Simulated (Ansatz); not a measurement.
Zr: frozen-core PAW against all-electron methods

```xyz
1
Lattice="-1.8462 1.8100 1.8100 1.8100 -1.8462 1.8100 1.8100 1.8100 -1.8462" Properties=species:S:1:pos:R:3 pbc="T T T"
Zr    0.0000    0.0000    0.0000
```

The cell comes from COD entry 9008559, which wasn't checked; take it as a given geometry. The listed cell was then made from it by scaling, straining or moving an atom.

All numbers are computed: DFT, LDA, PAW with Ansatz's default frozen-core files, scalar-relativistic (Ansatz 0.2.0); DFT, LDA, all-electron PAW with datasets made for the crystal, scalar-relativistic (Ansatz 0.2.0); DFT, LDA, all-electron LAPW, scalar-relativistic (Ansatz 0.2.0).

For PAW: a Γ-centred 16×16×16 k mesh, Fermi–Dirac smearing of 0.03 eV, cutoff 420 eV, no spin polarisation; the PAW files were made with PBE, and the program remakes their frozen cores for this functional. The crystal-made all-electron datasets (AE datasets) take a cutoff of 240 eV at this cell. LAPW targets a basis error of 0.5 meV/atom. The Ansatz runs share mesh, smearing and spin set-up. Plane-wave (PAW) pressures include the program's estimate of the Pulay term.

Stress and pressure are positive in compression.

The change that made this cell: equal xy, yz and zx engineering shear strains of -2 %.

No spin–orbit coupling: at heavy atoms the gradients can be off by tens of per cent for that reason.

In a metal, gradients converge slowly with the k mesh: the values move by tens of per cent from one mesh to another, at times in sign, so only the comparison on one mesh counts.

```
                            quantity    PAW  AE datasets   LAPW
                      pressure (GPa)  -9.51        -9.49  -9.49
                     stress yz (GPa)   0.38         0.38   0.38
                     stress xz (GPa)   0.38         0.38   0.38
                     stress xy (GPa)   0.38         0.38   0.38
field gradient Vzz at Zr (10²¹ V/m²)   2.12         2.12      –
```
